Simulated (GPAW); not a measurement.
## a WS2 monolayer: the S K absorption edge

Aim: the polarisation-dependent near-edge structure of a WS2 monolayer.

Calculated with GPAW 26.7.0; X-ray absorption from dipole matrix elements to empty bands, plane-wave PAW PBE, without spin-orbit coupling.

Most raw output is cut from this account.

## Step 1: The structure

The cell holds 21 atoms: 7 W and 14 S. Cell: a = 8.413 Å, b = 8.413 Å, c = 12.740 Å, α = 90.0°, β = 90.0°, γ = 60.0°. It derives from WS2. 21-site supercell of WS2 monolayer. Vacuum lies along c.

## Step 2: Relaxation

Bond lengths around the absorber set the edge shape, so the atoms are relaxed before any spectrum.

File relax.py:

```python
import numpy as np
from ase import Atoms
from ase.parallel import parprint, paropen
from gpaw import GPAW, PW, FermiDirac, Mixer, MixerDif, setup_paths
from ase.optimize import BFGS

atoms = Atoms('W7S14',
    cell=[[-6.36, -5.50792157, 0],
     [1.59, -8.26188235, 0],
     [0, 0, 12.74]],
    scaled_positions=[[0, 0, 0.5],
     [0.2857143, 0.1428571, 0.5],
     [0.1428571, 0.5714286, 0.5],
     [0.5714286, 0.2857143, 0.5],
     [0.4285714, 0.7142857, 0.5],
     [0.8571429, 0.4285714, 0.5],
     [0.7142857, 0.8571429, 0.5],
     [0.7619048, 0.047619, 0.6232339],
     [0.047619, 0.1904762, 0.6232339],
     [0.9047619, 0.6190476, 0.6232339],
     [0.3333333, 0.3333333, 0.6232339],
     [0.1904762, 0.7619048, 0.6232339],
     [0.6190476, 0.4761905, 0.6232339],
     [0.4761905, 0.9047619, 0.6232339],
     [0.7619048, 0.047619, 0.3767661],
     [0.047619, 0.1904762, 0.3767661],
     [0.9047619, 0.6190476, 0.3767661],
     [0.3333333, 0.3333333, 0.3767661],
     [0.1904762, 0.7619048, 0.3767661],
     [0.6190476, 0.4761905, 0.3767661],
     [0.4761905, 0.9047619, 0.3767661]],
    pbc=True)
atoms.calc = GPAW(legacy_gpaw=True, mode=PW(400, force_complex_dtype=True), xc='PBE', setups={},
    kpts={'size': (2, 2, 1), 'gamma': True}, occupations=FermiDirac(0.08),
    charge=0, mixer=Mixer(0.05, 8, 50), maxiter=150,
    convergence={'density': 0.0001, 'eigenstates': 1e-6}, txt='relax.txt')
steps = []
opt = BFGS(atoms, logfile='-')
opt.attach(lambda: steps.append([atoms.get_potential_energy(), float(np.linalg.norm(atoms.get_forces(), axis=1).max())]))
done = opt.run(fmax=0.06, steps=35)
out = dict(done=bool(done), steps=steps, frac=atoms.get_scaled_positions().tolist())
import json
with paropen('out.json', 'w') as f:
    json.dump(out, f)
```

On the command line:

```console
> OMP_NUM_THREADS=1 mpirun -n 4 gpaw python relax.py
```

Elapsed: 2.3 min, on 4 MPI ranks of Arm Neoverse V1, shared host; peak memory 0.53 GiB; 9.1 min of CPU time.

In 2 steps the energy fell by 3 meV (energies extrapolated to zero smearing) and the largest force to 0.012 eV/Å. Atom 11 (S; the text counts from 1, the script from 0) is among those that moved most, by 0.01 Å.

## Step 3: Ground state of the crystal

A plain self-consistent run shows whether there is a gap, which decides the set-up of the core-hole run.

File scf.py:

```python
import numpy as np
from ase import Atoms
from ase.parallel import parprint, paropen
from gpaw import GPAW, PW, FermiDirac, Mixer, MixerDif, setup_paths
from gpaw.test import gen
setup_paths.insert(0, '.')
gen('S', name='nch1s', xcname='PBE', corehole=(1, 0, 0), write_xml=True)
from gpaw.mpi import world
world.barrier()

atoms = Atoms('W7S14',
    cell=[[-6.36, -5.50792157, 0],
     [1.59, -8.26188235, 0],
     [0, 0, 12.74]],
    scaled_positions=[[1, 1, 0.5],
     [0.2857164, 0.1428544, 0.5],
     [0.1428544, 0.5714291, 0.5],
     [0.5714292, 0.2857164, 0.5],
     [0.4285744, 0.7142868, 0.5],
     [0.8571388, 0.4285744, 0.5],
     [0.7142868, 0.8571388, 0.5],
     [0.7619053, 0.0476171, 0.6236344],
     [0.0476171, 0.1904776, 0.6236344],
     [0.9047573, 0.6190492, 0.6236327],
     [0.3333333, 0.3333333, 0.6236346],
     [0.1904776, 0.7619054, 0.6236344],
     [0.6190492, 0.4761935, 0.6236327],
     [0.4761935, 0.9047573, 0.6236327],
     [0.7619053, 0.0476171, 0.3763656],
     [0.0476171, 0.1904776, 0.3763656],
     [0.9047573, 0.6190492, 0.3763673],
     [0.3333333, 0.3333333, 0.3763654],
     [0.1904776, 0.7619054, 0.3763656],
     [0.6190492, 0.4761935, 0.3763673],
     [0.4761935, 0.9047573, 0.3763673]],
    pbc=True)
atoms.calc = calc = GPAW(legacy_gpaw=True, mode=PW(400, force_complex_dtype=True), xc='PBE', setups={7: 'nch1s'},
    kpts={'size': (4, 4, 1), 'gamma': True}, occupations=FermiDirac(0.05),
    charge=0, mixer=Mixer(0.05, 8, 50), maxiter=150,
    convergence={'density': 0.0001, 'eigenstates': 1e-6}, txt='scf.txt')
energy = atoms.get_potential_energy() + calc.get_reference_energy()
ef = calc.get_fermi_level()
out = dict(energy=energy, fermi=ef, forces=atoms.get_forces().tolist())
parprint(f'all-electron energy {energy:.4f} eV, Fermi level {ef:.4f} eV')
ev = np.array([[calc.get_eigenvalues(k, s) for k in range(len(calc.get_ibz_k_points()))] for s in range(calc.get_number_of_spins())])
out['homo'], out['lumo'], out['counts'] = ev[ev < ef].max(), ev[ev > ef].min(), sorted(set((ev < ef).sum((0, 2)).tolist()))
out['filled'] = (ev[:, 0] < ef).sum(1).tolist()
import json
with paropen('out.json', 'w') as f:
    json.dump(out, f)
```

On the command line:

```console
> OMP_NUM_THREADS=1 mpirun -n 4 gpaw python scf.py
```

Run time: 2.8 min. Hardware: 4 MPI ranks; peak memory 0.42 GiB.

The mesh shows a gap of 2.09 eV. The excited electron is kept all the same, which keeps the cell neutral.

## Step 4: Reference energy of the cell

The photon energy needs a difference of total energies, so the cell and mesh of the coming hole run are first run without a hole.

Edit scf.py of step 3 so:

```diff
@@ -14,3 +14,3 @@
      [0, 0, 12.74]],
-    scaled_positions=[[1, 1, 0.5],
+    scaled_positions=[[0, 0, 0.5],
      [0.2857164, 0.1428544, 0.5],
@@ -37,3 +37,3 @@
 atoms.calc = calc = GPAW(legacy_gpaw=True, mode=PW(400, force_complex_dtype=True), xc='PBE', setups={7: 'nch1s'},
-    kpts={'size': (4, 4, 1), 'gamma': True}, occupations=FermiDirac(0.05),
+    kpts={'size': (2, 2, 1), 'gamma': True}, occupations=FermiDirac(0.02),
     charge=0, mixer=Mixer(0.05, 8, 50), maxiter=150,
```

The job ended after 73 s (4 MPI ranks; peak memory 0.49 GiB).

Reference energy: -3223563.972 eV with the cores included.

## Step 5: Spectrum with XCH, S atom 8

The holes are 8.4 Å apart. In GPAW the data set carries the hole's charge, so charge=0 means a charged cell and charge=-1 a neutral one. The excited electron is kept in the cell, where it fills the lowest empty states and screens the hole. After the field has converged, empty bands are computed with the density fixed and the dipole matrix elements are summed.

The absorber has 3 W at 2.42 Å (pyramidal).

File xas.py:

```python
import numpy as np
from ase import Atoms
from ase.parallel import parprint, paropen
from gpaw import GPAW, PW, FermiDirac, Mixer, MixerDif, setup_paths
from gpaw.test import gen
setup_paths.insert(0, '.')
gen('S', name='fch1s', xcname='PBE', corehole=(1, 0, 1), write_xml=True)
from gpaw.mpi import world
world.barrier()

atoms = Atoms('W7S14',
    cell=[[-6.36, -5.50792157, 0],
     [1.59, -8.26188235, 0],
     [0, 0, 12.74]],
    scaled_positions=[[0, 0, 0.5],
     [0.2857164, 0.1428544, 0.5],
     [0.1428544, 0.5714291, 0.5],
     [0.5714292, 0.2857164, 0.5],
     [0.4285744, 0.7142868, 0.5],
     [0.8571388, 0.4285744, 0.5],
     [0.7142868, 0.8571388, 0.5],
     [0.7619053, 0.0476171, 0.6236344],
     [0.0476171, 0.1904776, 0.6236344],
     [0.9047573, 0.6190492, 0.6236327],
     [0.3333333, 0.3333333, 0.6236346],
     [0.1904776, 0.7619054, 0.6236344],
     [0.6190492, 0.4761935, 0.6236327],
     [0.4761935, 0.9047573, 0.6236327],
     [0.7619053, 0.0476171, 0.3763656],
     [0.0476171, 0.1904776, 0.3763656],
     [0.9047573, 0.6190492, 0.3763673],
     [0.3333333, 0.3333333, 0.3763654],
     [0.1904776, 0.7619054, 0.3763656],
     [0.6190492, 0.4761935, 0.3763673],
     [0.4761935, 0.9047573, 0.3763673]],
    pbc=True)
atoms.calc = calc = GPAW(legacy_gpaw=True, mode=PW(400, force_complex_dtype=True), xc='PBE', setups={7: 'fch1s'},
    kpts={'size': (2, 2, 1), 'gamma': True}, occupations=FermiDirac(0.04),
    charge=-1, mixer=Mixer(0.05, 8, 50), maxiter=150,
    convergence={'density': 0.0001, 'eigenstates': 1e-6}, txt='scf.txt')
energy = atoms.get_potential_energy() + calc.get_reference_energy()
ef = calc.get_fermi_level()
out = dict(energy=energy, fermi=ef, forces=atoms.get_forces().tolist())
parprint(f'all-electron energy {energy:.4f} eV, Fermi level {ef:.4f} eV')
ev = np.array([[calc.get_eigenvalues(k, s) for k in range(len(calc.get_ibz_k_points()))] for s in range(calc.get_number_of_spins())])
out['homo'], out['lumo'], out['counts'] = ev[ev < ef].max(), ev[ev > ef].min(), sorted(set((ev < ef).sum((0, 2)).tolist()))
out['filled'] = (ev[:, 0] < ef).sum(1).tolist()

from ase.units import Ha
from gpaw.xas import dipole_matrix_elements
nb = int(calc.get_number_of_electrons() / 2) + 253
top, nb = nb, nb + 8 + nb // 12
nscf = calc.fixed_density(kpts={'size': (3, 3, 1), 'gamma': True}, nbands=nb,
    convergence={'bands': top, 'eigenstates': 5e-3}, maxiter=60, txt='nscf.txt')
cell = atoms.cell.array
ops = [cell.T @ U.T @ np.linalg.inv(cell.T) for U in nscf.wfs.kd.symmetry.op_scc]
filled = [91]  # bands filled in the ground state, by spin
E = np.arange(-6, 28, 0.1)
fwhm = np.interp(E, [4, 25], [0.9, 3.5])
Y, X, zero, highest = 0, 0, 1e9, 1e9
for spin in range(nscf.get_number_of_spins()):
    wfs = nscf.wfs
    mine = wfs.bd.get_slice()  # this rank's bands
    A = dipole_matrix_elements(wfs.setups[7])
    eps = np.zeros((wfs.kd.nibzkpts, nb))
    d = np.zeros((3, A.shape[1], wfs.kd.nibzkpts, nb), complex)
    for kpt in wfs.kpt_u:
        if kpt.s == spin and 7 in kpt.P_ani:
            eps[kpt.k, mine] = kpt.eps_n * Ha
            d[:, :, kpt.k, mine] = (kpt.weight * wfs.nspins / 2) ** 0.5 * np.inner(A, kpt.P_ani[7])
    world.sum(eps)
    world.sum(d)
    T = np.einsum('amkn,bmkn->abkn', d, d.conj()).real
    T = sum(np.einsum('ai,ijkn,bj->abkn', R, T, R) for R in ops) / len(ops)
    empty = np.ones_like(eps, bool) & (np.arange(nb) >= filled[spin])
    zero, highest = min(zero, eps[empty].min()), min(highest, eps[:, top - 1].min())
    lines = [(eps, T, empty)] if spin == 0 else lines + [(eps, T, empty)]
for eps, T, empty in lines:
    f = np.einsum('aakn->akn', T).reshape(3, -1)
    x = eps.ravel() - zero
    w = np.interp(x, E, fwhm) / 2.35482
    g = np.exp(-0.5 * ((E[:, None] - x) / w) ** 2) / (w * (2 * np.pi) ** 0.5)
    Y = Y + (f * empty.ravel()) @ g.T
    X = X + (f * ~empty.ravel()) @ g.T
out.update(E=E.round(2).tolist(), xas=Y.tolist(), xes=X.tolist(), zero=zero, valid=highest - zero, nk=len(eps), nb=nb)
for i in range(0, len(E), 10):
    parprint(f'{E[i]:7.2f}', *(f'{v:10.3e}' for v in Y[:, i]))
import json
with paropen('out.json', 'w') as f:
    json.dump(out, f)
```

On the command line:

```console
> OMP_NUM_THREADS=1 mpirun -n 4 gpaw python xas.py
```

Run time: 5.3 min. Hardware: 4 MPI ranks; peak memory 0.76 GiB.

The S K spectrum, S atom 8, excited-electron core hole (neutral cell) (energy from the bottom of the conduction band, which holds the excited electron; intensity scaled to a mean of 1 over the first 20 eV):

```csv
E (eV),isotropic,ε ∥ x,ε ∥ z
-2.0,0.00,0.00,0.00
-1.5,0.00,0.00,0.00
-1.0,0.02,0.02,0.01
-0.5,0.43,0.56,0.17
0.0,2.29,2.92,1.03
0.5,3.28,4.05,1.74
1.0,1.92,2.13,1.49
1.5,1.23,1.08,1.53
2.0,1.17,1.08,1.35
2.5,1.19,1.21,1.15
3.0,0.82,0.65,1.15
3.5,0.38,0.20,0.73
4.0,0.37,0.20,0.72
4.5,0.60,0.27,1.25
5.0,0.76,0.36,1.55
5.5,0.79,0.48,1.42
6.0,0.69,0.53,1.02
6.5,0.69,0.58,0.91
7.0,0.94,0.86,1.11
7.5,1.02,1.03,1.01
8.0,0.90,0.97,0.77
8.5,0.92,1.01,0.73
9.0,1.10,1.25,0.79
9.5,1.26,1.45,0.87
10.0,1.32,1.48,1.01
10.5,1.29,1.36,1.15
11.0,1.16,1.13,1.21
11.5,1.00,0.92,1.15
12.0,0.90,0.84,1.02
12.5,0.83,0.82,0.87
13.0,0.77,0.80,0.72
13.5,0.71,0.76,0.62
14.0,0.68,0.73,0.60
14.5,0.69,0.72,0.63
15.0,0.71,0.72,0.71
15.5,0.75,0.72,0.80
16.0,0.79,0.74,0.90
16.5,0.84,0.77,0.98
17.0,0.89,0.83,1.02
17.5,0.95,0.91,1.03
18.0,0.99,0.99,1.01
18.5,1.01,1.04,0.97
19.0,1.00,1.05,0.91
19.5,0.97,1.03,0.86
20.0,0.94,1.01,0.79
20.5,0.91,1.00,0.74
21.0,0.90,1.00,0.71
```

Main maxima below 20 eV (height): 0.4 eV (3.34), 5.4 eV (0.80), 7.4 eV (1.03), 10.1 eV (1.33) and 18.6 eV (1.01). A K edge sees empty p states; the first features are S p mixed into the empty d states of the W neighbours, and the broad ones above probably into the cations' higher empty bands.

The total-energy difference is 2484.41 eV. One term is added: -16.94 eV, since the hole is spin-paired here and a spin-polarised one costs that much less in the free atom (computed apart). The photon energy is then 2467.47 eV. The functional leaves an error of a few eV in such absolute values.

## Step 6: What came out

- absorber and edge: S K, atom 8 of the ground-state input (counted from 1)
- surroundings: 3 W at 2.42 Å (pyramidal)
- highest intensity below 16 eV: 0.4 eV above the zero, height 3.34
- photon energy of the zero, with the added terms: 2467.5 eV (raw 2484.4 eV; uncertain by a few eV)

In words: The S K edge of atom 8, with 3 W at 2.42 Å (pyramidal), has its highest intensity of the first 16 eV at 0.4 eV above the zero, near 2468 eV in photon energy (uncertain by a few eV), 3.3 times the mean level of the first 20 eV (Gaussian full width 0.9 eV up to 4 eV, rising linearly to 3.5 eV at 25 eV). At the S K edge of atom 8 polarisation matters most near 0.3 eV, where the curves differ by 2.5 on this scale. Some eV above the zero the states pass the vacuum level, and features normal to the sheet may then be states of the box. The mesh is coarse (0.29 Å⁻¹ between points), so small maxima may be mesh ripples.

[Logs are printed without paths, hosts, clocks, repeated set-up lines and the standing remarks that a program may print on its own settings, such as how far it seeks lower states.]

[Hosts, paths, dates, database ids (printed as entryN), source tags and the programs' standing remarks are cut or masked in the printed files.]

[Lists of maxima count a maximum above −3 eV only where it reaches 4 % of the highest in the window and stands out from its surroundings by 2 % of it (1.5 % where it reaches 55 %); shoulders and weaker maxima are passed over, and of the rest the first, up to two pre-edge ones and the few strongest are named.]
